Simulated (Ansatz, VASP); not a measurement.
Au in VASP and in Ansatz

Contents of INCAR:

```
ALGO     = Fast           # electronic algorithm
EDIFF    = 1E-6           # SCF threshold, eV
ENCUT    = 520            # plane-wave cutoff, eV
GGA      = PE             # functional
ISIF     = 2              # what is computed and relaxed
ISMEAR   = -5             # smearing method
LASPH    = True           # aspherical terms in the spheres
LCHARG   = False          # write CHGCAR
LREAL    = False          # projectors in reciprocal space
LWAVE    = False          # write WAVECAR
NBANDS   = 18             # bands
NELM     = 100            # most SCF steps
PREC     = Accurate       # precision mode
SIGMA    = 0.1            # smearing width, eV
```

Contents of KPOINTS:

```
k-points
0
Gamma
  14 14 8
```

POSCAR

```
Au
1.0
    2.8999984104      0.0000000000      0.0000000000
   -1.4499992052      2.5114722944      0.0000000000
    0.0000000000      0.0000000000      4.8800000000
Au
2
Direct
    0.3333333333      0.6666666667      0.7500000000
    0.6666666667      0.3333333333      0.2500000000
```

Input for Ansatz:

```yaml
crystal:
  lattice:
    - [2.8999984104, 0.0, 0.0]
    - [-1.4499992052, 2.5114722944, 0.0]
    - [0.0, 0.0, 4.88]
  atoms:
    - { symbol: Au, position: [0.3333333333, 0.6666666667, 0.75] }
    - { symbol: Au, position: [0.6666666667, 0.3333333333, 0.25] }
kpoints:
  mp_grid: { grid: [14, 14, 8] }
scf:
  occupations: { method: tetrahedron }
hamiltonian:
  xc: pbe
  pseudopotentials: { kind: all_electron, lapw: { basis_error: 0.00025 } }
output:
  forces: true
  stress: true
  eigenvalues: true
```

Alike in both runs: task single point; functional PBE; k mesh 14 × 14 × 8; occupations tetrahedron; no spin polarisation.

|  | VASP | Ansatz |
| --- | --- | --- |
| version | VASP 6.6.1 | Ansatz 0.2.0 |
| potentials or method | VASP PAW PBE potentials, release 64 (Au) | all-electron LAPW, scalar-relativistic |
| plane-wave cutoff (eV) | 520 | see its input |

Ansatz gave:

| Item | Value |
| --- | --- |
| pressure (GPa) | 1.8 |
| largest component of the traceless stress (GPa) | 0.33 |

Task: What did VASP give for the same quantities?

Result: Pressure (GPa): 1.6; largest component of the traceless stress (GPa): 0.33.

Ansatz ran all-electron here, so the differences hold the error of VASP's frozen core and of both bases. Ansatz warned: «band_table_not_solved_further».

Caveats: tetrahedron occupations give inexact forces and stress in metals. The runs have no spin-orbit coupling, so splittings on Au are missing.
